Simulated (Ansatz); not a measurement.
A calculation with Ansatz 0.2.0 of Y (ASE script, structure from a CIF):

Contents of run.py:

```python
import json

import ase.io
import numpy as np
import spglib

import ansatz as az

atoms = ase.io.read("Y.cif")
cell, frac, numbers = spglib.find_primitive((atoms.cell[:], atoms.get_scaled_positions(), atoms.numbers), symprec=1e-5)
atoms = ase.Atoms(numbers, cell=cell, scaled_positions=frac, pbc=True)

calculation = (
    az.Crystal.from_ase(atoms)
    .calculation()
    .kpoints(9, 9, 9)
    .functional("pbe")
    .pseudopotentials(kind="paw_fr")
    .spin("noncollinear", soc=True)
    .occupations(method="methfessel_paxton", width=0.15)
    .density()
    .potential()
    .output_files(volumetric_format="npy")
    .electron_localization_function()
    .forces()
    .stress()
    .band_table(publish=True)
)
outcome = calculation.run(threads=2, events_out="events.jsonl")

report = outcome.report
for line in open("events.jsonl"):
    event = json.loads(line)
    if event["event"] == "scf_iter":
        d = event["data"]
        print(f"SCF {d['iter']:3d}  HF = {d['harris_foulkes_ev']:.6f} eV  dr2 = {d['dr2_ev']:.2e} eV")
    elif event["event"] in ("relax_step", "md_step"):
        d = event["data"]
        print(f"{event['event']} {d['step']:3d}  E = {d['lagrangian_ev']:.6f} eV")
np.set_printoptions(precision=5, suppress=True, linewidth=110)
print("converged:", report["converged"], "after", report["n_iterations"], "iterations")
print(f"free energy {report['free_energy_ev']:.6f} eV, Fermi level {report['fermi_energy_ev']:.4f} eV")
for key in ("band_edges_ev", "magnetization_mub", "site_moments_mub", "site_moments_nc_mub", "forces_ev_ang",
                "stress_gpa", "kpoints_frac", "eigenvalues_ev"):
    if report.get(key) is not None:
        print(key, np.array(report[key]), sep="\n")
```

Contents of Y.cif:

```cif
data_Y
_cell_length_a 5.10398212
_cell_length_b 5.10398212
_cell_length_c 5.10398212
_cell_angle_alpha 90.00000000
_cell_angle_beta 90.00000000
_cell_angle_gamma 90.00000000
_space_group_name_H-M_alt 'Fm-3m'
_space_group_name_Hall '-F 4 2 3'
_space_group_IT_number 225
loop_
_space_group_symop_operation_xyz
'x,y,z'
'-x,-y,-z'
'-y,x,z'
'y,-x,-z'
'-x,-y,z'
'x,y,-z'
'y,-x,z'
'-y,x,-z'
'x,-y,-z'
'-x,y,z'
'-y,-x,-z'
'y,x,z'
'-x,y,-z'
'x,-y,z'
'y,x,-z'
'-y,-x,z'
'z,x,y'
'-z,-x,-y'
'z,-y,x'
'-z,y,-x'
'z,-x,-y'
'-z,x,y'
'z,y,-x'
'-z,-y,x'
'-z,x,-y'
'z,-x,y'
'-z,-y,-x'
'z,y,x'
'-z,-x,y'
'z,x,-y'
'-z,y,x'
'z,-y,-x'
'y,z,x'
'-y,-z,-x'
'x,z,-y'
'-x,-z,y'
'-y,z,-x'
'y,-z,x'
'-x,z,y'
'x,-z,-y'
'-y,-z,x'
'y,z,-x'
'-x,-z,-y'
'x,z,y'
'y,-z,-x'
'-y,z,x'
'x,-z,y'
'-x,z,-y'
'x,y+1/2,z+1/2'
'-x,-y+1/2,-z+1/2'
'-y,x+1/2,z+1/2'
'y,-x+1/2,-z+1/2'
'-x,-y+1/2,z+1/2'
'x,y+1/2,-z+1/2'
'y,-x+1/2,z+1/2'
'-y,x+1/2,-z+1/2'
'x,-y+1/2,-z+1/2'
'-x,y+1/2,z+1/2'
'-y,-x+1/2,-z+1/2'
'y,x+1/2,z+1/2'
[... 40 lines left out ...]
'-x+1/2,-y,z+1/2'
'x+1/2,y,-z+1/2'
'y+1/2,-x,z+1/2'
'-y+1/2,x,-z+1/2'
'x+1/2,-y,-z+1/2'
'-x+1/2,y,z+1/2'
'-y+1/2,-x,-z+1/2'
'y+1/2,x,z+1/2'
'-x+1/2,y,-z+1/2'
'x+1/2,-y,z+1/2'
'y+1/2,x,-z+1/2'
'-y+1/2,-x,z+1/2'
'z+1/2,x,y+1/2'
'-z+1/2,-x,-y+1/2'
'z+1/2,-y,x+1/2'
'-z+1/2,y,-x+1/2'
'z+1/2,-x,-y+1/2'
'-z+1/2,x,y+1/2'
'z+1/2,y,-x+1/2'
'-z+1/2,-y,x+1/2'
'-z+1/2,x,-y+1/2'
'z+1/2,-x,y+1/2'
'-z+1/2,-y,-x+1/2'
'z+1/2,y,x+1/2'
'-z+1/2,-x,y+1/2'
'z+1/2,x,-y+1/2'
'-z+1/2,y,x+1/2'
'z+1/2,-y,-x+1/2'
'y+1/2,z,x+1/2'
'-y+1/2,-z,-x+1/2'
'x+1/2,z,-y+1/2'
'-x+1/2,-z,y+1/2'
'-y+1/2,z,-x+1/2'
'y+1/2,-z,x+1/2'
'-x+1/2,z,y+1/2'
'x+1/2,-z,-y+1/2'
'-y+1/2,-z,x+1/2'
'y+1/2,z,-x+1/2'
'-x+1/2,-z,-y+1/2'
'x+1/2,z,y+1/2'
'y+1/2,-z,-x+1/2'
'-y+1/2,z,x+1/2'
'x+1/2,-z,y+1/2'
'-x+1/2,z,-y+1/2'
'x+1/2,y+1/2,z'
'-x+1/2,-y+1/2,-z'
'-y+1/2,x+1/2,z'
'y+1/2,-x+1/2,-z'
'-x+1/2,-y+1/2,z'
'x+1/2,y+1/2,-z'
'y+1/2,-x+1/2,z'
'-y+1/2,x+1/2,-z'
'x+1/2,-y+1/2,-z'
'-x+1/2,y+1/2,z'
'-y+1/2,-x+1/2,-z'
'y+1/2,x+1/2,z'
'-x+1/2,y+1/2,-z'
'x+1/2,-y+1/2,z'
'y+1/2,x+1/2,-z'
'-y+1/2,-x+1/2,z'
'z+1/2,x+1/2,y'
'-z+1/2,-x+1/2,-y'
'z+1/2,-y+1/2,x'
'-z+1/2,y+1/2,-x'
'z+1/2,-x+1/2,-y'
'-z+1/2,x+1/2,y'
'z+1/2,y+1/2,-x'
'-z+1/2,-y+1/2,x'
'-z+1/2,x+1/2,-y'
'z+1/2,-x+1/2,y'
'-z+1/2,-y+1/2,-x'
'z+1/2,y+1/2,x'
'-z+1/2,-x+1/2,y'
'z+1/2,x+1/2,-y'
'-z+1/2,y+1/2,x'
'z+1/2,-y+1/2,-x'
'y+1/2,z+1/2,x'
'-y+1/2,-z+1/2,-x'
'x+1/2,z+1/2,-y'
'-x+1/2,-z+1/2,y'
'-y+1/2,z+1/2,-x'
'y+1/2,-z+1/2,x'
'-x+1/2,z+1/2,y'
'x+1/2,-z+1/2,-y'
'-y+1/2,-z+1/2,x'
'y+1/2,z+1/2,-x'
'-x+1/2,-z+1/2,-y'
'x+1/2,z+1/2,y'
'y+1/2,-z+1/2,-x'
'-y+1/2,z+1/2,x'
'x+1/2,-z+1/2,y'
'-x+1/2,z+1/2,-y'
loop_
_atom_site_label
_atom_site_type_symbol
_atom_site_symmetry_multiplicity
_atom_site_Wyckoff_symbol
_atom_site_fract_x
_atom_site_fract_y
_atom_site_fract_z
_atom_site_occupancy
Y1 Y 4 a 0.0000000000 0.0000000000 0.0000000000 1
```

Potentials or basis: Ansatz PAW.

Command:

```console
$ python run.py
```

This isn't the form of Y at room conditions, which is hcp.

Q: Write the same calculation in another form: native input, structure typed inline.

A: As run:

input.yaml

```yaml
crystal:
  lattice:
    - [0.0, 2.55199106, 2.55199106]
    - [2.55199106, 0.0, 2.55199106]
    - [2.55199106, 2.55199106, 0.0]
  atoms:
    - { symbol: "Y", position: [0.0, 0.0, 0.0] }
hamiltonian:
  xc: pbe
  pseudopotentials: { kind: paw_fr }
magnetization:
  noncollinear: true
  spin_orbit: true
kpoints:
  mp_grid: { grid: [9, 9, 9] }
scf:
  occupations: { method: methfessel_paxton, width: 0.15 }
output:
  forces: true
  stress: true
  eigenvalues: true
  write_density: true
  write_potential: true
  elf: true
  volumetric_format: npy
```

Potentials or basis: Ansatz PAW.

Command:

```bash
$ ansatz run input.yaml --threads 2 --pin off --max-ram 5120MiB --backend cpu --events-out ev --progress --plain --runs-dir out
```

Both were run:

|  | ASE script, structure from a CIF | native input, structure typed inline |
| --- | --- | --- |
| Pressure | -0.9 GPa | -0.9 GPa |
| Band gap on the k mesh | none (metal or under the smearing width) | none (metal or under the smearing width) |

Keys that steer only the numerical path or the files written may differ.
